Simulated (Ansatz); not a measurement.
# Rb: energies, forces and stress near the listed structure

Aim: see how energy, forces, stress and gap of Rb answer to swapped elements, distortions that keep the symmetry, other functionals. Nothing is relaxed unless a step says so.

Program: Ansatz 0.2.0. Level of theory: DFT PBEsol, scalar-relativistic, plane waves, PAW, unless a step's input says otherwise. These are calculated values, not measurements.

## 1. The system as given

It takes space group Cmcm (No. 63, orthorhombic). Conventional cell: a = 5.076 Å, b = 8.889 Å, c = 8.448 Å, α = 90.00°, β = 90.00°, γ = 90.00°.

Coordinates:

```xyz
2
Lattice="2.5382 -4.4447 0.0000 2.5382 4.4447 0.0000 0.0000 0.0000 8.4480" Properties=species:S:1:pos:R:3 pbc="T T T"
Rb    2.5382   -3.0198    6.3360
Rb    2.5382    3.0198    2.1120
```

The structure comes from the Materials Project (structure only).

## 2. Another functional, on a distorted cell: PBE

What differs from the listed cell: strain xx, yy, zz, yz, xz, xy = +2.0, +3.4, +5.7, +0.0, +0.0, +0.0 %; atoms moved by 0.15 Å root mean square, at most 0.15 Å.

Input file input.yaml:

```yaml
crystal:
  lattice:
    - [2.5892189846, -4.5975728657, 0.0]
    - [2.5892189846, 4.5975728657, 0.0]
    - [0.0, 0.0, 8.9316509603]
  atoms:
    - { symbol: Rb, position: [0.8565852177, 0.1434147823, 0.75] }
    - { symbol: Rb, position: [0.1434147823, 0.8565852177, 0.25] }
basis:
  ecutwfc: 420
kpoints:
  mp_grid: { grid: [10, 10, 6] }
hamiltonian:
  xc: pbe
scf:
  occupations: { method: gaussian, width: 0.1 }
output:
  forces: true
  stress: true
  eigenvalues: true
```

On the command line:

```
ansatz run input.yaml --threads 1 --pin off --max-ram 1331MiB --backend cpu --events-out ev --progress --plain --runs-dir out
```

## 3. Substitution of an element, cell strained: Rb → Cs, first probe

Input file input.yaml:

```yaml
crystal:
  lattice:
    - [2.7696475976, -4.7440754905, 0.0]
    - [2.7696475976, 4.7440754905, 0.0]
    - [0.0, 0.0, 8.5776476942]
  atoms:
    - { symbol: Cs, position: [0.8430860515, 0.1569139485, 0.75] }
    - { symbol: Cs, position: [0.1569139485, 0.8430860515, 0.25] }
basis:
  ecutwfc: 420
kpoints:
  mp_grid: { grid: [4, 4, 2] }
hamiltonian:
  xc: pbesol
scf:
  occupations: { method: gaussian, width: 0.1 }
output:
  forces: true
  stress: true
  eigenvalues: true
```

## 4. Substitution of an element, cell strained: Rb → Cs

Edit input.yaml of step 3 so:

```diff
@@ -11,3 +11,3 @@
 kpoints:
-  mp_grid: { grid: [4, 4, 2] }
+  mp_grid: { grid: [10, 10, 6] }
 hamiltonian:
```

## 5. A change within the space group

Input file input.yaml:

```yaml
crystal:
  lattice:
    - [2.5036316811, -4.49881121, 0.0]
    - [2.5036316811, 4.49881121, 0.0]
    - [0.0, 0.0, 8.2616398582]
  atoms:
    - { symbol: Rb, position: [0.8284619549, 0.1715380451, 0.75] }
    - { symbol: Rb, position: [0.1715380451, 0.8284619549, 0.25] }
basis:
  ecutwfc: 420
kpoints:
  mp_grid: { grid: [10, 10, 6] }
hamiltonian:
  xc: pbesol
scf:
  occupations: { method: gaussian, width: 0.1 }
output:
  forces: true
  stress: true
  eigenvalues: true
  populations: true
  write_density: true
  write_potential: true
  elf: true
  volumetric_format: npy
```

What does the calculation give? Wanted: for each run, case; energy; pressure; largest force.

The runs gave:

| step | case | energy (meV/atom) | pressure (GPa) | largest force (eV/Å) | gap on the mesh (eV) |
| --- | --- | --- | --- | --- | --- |
| 2 | another functional, on a distorted cell: PBE | n/a | -0.3 | 0.02 | 0.00 |
| 4 | substitution of an element, cell strained: Rb → Cs | n/a | -0.1 | 0.01 | 0.00 |
| 5 | a change within the space group | timeout |  |  |  |

Other atoms or functionals have another zero of energy (n/a). A gap of 0.00 means none on the mesh at this level.

**Reading.** 
